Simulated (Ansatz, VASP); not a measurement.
KCl in VASP and in Ansatz

INCAR

```
ALGO = Normal
EDIFF = 1E-6
ENCUT = 520
GGA = PE
ISIF = 2
ISMEAR = 0
LASPH = True
LCHARG = False
LREAL = False
LWAVE = False
NBANDS = 15
NELM = 60
PREC = Accurate
SIGMA = 0.1
```

KPOINTS

```
k-points
0
Gamma
  4 4 4
```

POSCAR

```
KCl
1.0
    3.8391960000      0.0000000000      0.0000000000
    0.0000000000      3.8391960000      0.0000000000
    0.0000000000      0.0000000000      3.8391960000
K Cl
1 1
Direct
    0.0000000000      0.0000000000      0.0000000000
    0.5000000000      0.5000000000      0.5000000000
```

Input for Ansatz:

```yaml
crystal:
  lattice:
    - [3.839196, 0.0, 0.0]
    - [0.0, 3.839196, 0.0]
    - [0.0, 0.0, 3.839196]
  atoms:
    - { symbol: K, position: [0.0, 0.0, 0.0] }
    - { symbol: Cl, position: [0.5, 0.5, 0.5] }
basis:
  ecutwfc: 420
kpoints:
  mp_grid: { grid: [4, 4, 4] }
hamiltonian:
  xc: pbe
scf:
  occupations: { method: gaussian, width: 0.1 }
  max_iter: 80
  convergence: { dr2_threshold: "1e-8 eV" }
output:
  forces: true
  stress: true
  eigenvalues: true
```

Alike in both runs: task single point; functional PBE; k mesh 4 × 4 × 4; occupations gaussian, width 0.1 eV; no spin polarisation.

```csv
,VASP,Ansatz
version,VASP 6.6.1,Ansatz 0.2.0
potentials or method,"VASP PAW PBE potentials, release 64 (K_sv, Cl)","scalar-relativistic, plane waves, PAW"
plane-wave cutoff (eV),520,420
valence electrons in the cell,16,16
```

```tsv
	VASP	Ansatz	Ansatz less VASP
gap on the k mesh at the Fermi level (eV)	4.79	4.80	+0.001
least direct gap on the mesh (eV)	5.00	5.00	+0.001
pressure (GPa)	0.0	0.0	-0.01
```

With one functional, cell and mesh, what is left measures potentials, basis and numerics. Ansatz warned: «stress_scf_threshold_loose».

A k mesh can miss the band edges. PBE gaps usually lie below the measured ones, often by a third to a half.
